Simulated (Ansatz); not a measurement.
Ansatz input file:

```yaml
crystal:
  lattice:
    - [0.0, 2.15321656, 2.15321656]
    - [2.15321656, 0.0, 2.15321656]
    - [2.15321656, 2.15321656, 0.0]
  atoms:
    - { symbol: Si, position: [0.0, 0.0, 0.0] }
    - { symbol: C, position: [0.75, 0.75, 0.75] }
basis:
  ecutwfc: 420
kpoints:
  mp_grid: { grid: [12, 12, 12] }
hamiltonian:
  xc: pbe
scf:
  occupations: { method: gaussian, width: 0.02 }
output:
  forces: true
  stress: true
  eigenvalues: true
```

Run as
```bash
ansatz run input.yaml --threads 1 --pin off --max-ram 1331MiB --backend cpu --events-out ev --progress --plain --runs-dir out
```

The calculation used DFT PBE, scalar-relativistic, plane waves, PAW (Ansatz).

Part of what the program printed, abridged (final results; tables in files aren't shown):

```
SCF 1 converged in 6 iterations: F = -887.123320 eV  dr2 = 9.67e-12
SCF converged after 6 iterations
Free energy (F): -887.123320 eV
Harris-Foulkes:  -887.123320 eV  (|F-HF|=3.94e-11)
Internal energy: -887.123320 eV  (E = F + TS)
E sigma→0 (E₀):  -887.123320 eV
Fermi energy:    10.598075 eV
--- Per-component energies (eV) ---
  E_band       = 31.589998
  E_kinetic    = 137.693923
  E_local      = -102.240316  (includes V_loc(G=0)·N_el)
  E_nonlocal   = 52.321786
  E_hartree    = 31.709698
  E_xc         = -106.151370
  E_vxc        = -110.212314  (∫ρ·V_xc dr)
  E_paw        = -612.263165  (= ΣΔE_a)
  E_vpaw       = -9.392497  (= ΣTr[D̂ρ^β])
  E_aug_tail   = 0.000014  (compensation charges beyond the density's cutoff)
  E_ewald      = -288.193890
  E_smearing   =  0.000000  (= −TS)
--- Forces (eV/Å), atoms counted from 1 ---
  atom   1  Si     0.00000000     0.00000000     0.00000000
  atom   2  C      0.00000000     0.00000000     0.00000000
--- Stress (GPa, compression-positive) ---
       11.888778       0.000000       0.000000
        0.000000      11.888778       0.000000
        0.000000       0.000000      11.888778
  P = ⅓ Tr σ = 11.8888 GPa (118.888 kbar)
--- Band table (eV; the first three rows and the last of 72) ---
  k-point 0: bands = ["-5.7523", "9.9352", "9.9352", "9.9352", "16.5665", "17.4973", "17.4973", "17.4973"]
  k-point 1: bands = ["-5.6126", "9.2059", "9.8398", "9.8398", "16.7713", "17.6766", "17.6766", "17.6821"]
  k-point 2: bands = ["-5.1974", "7.5401", "9.6031", "9.6031", "16.5944", "18.0182", "18.0182", "18.6173"]
  k-point 71: bands = ["-0.3136", "2.8618", "4.7839", "5.1119", "15.1933", "19.6655", "19.7835", "19.8696"]
```

Self-consistency was reached.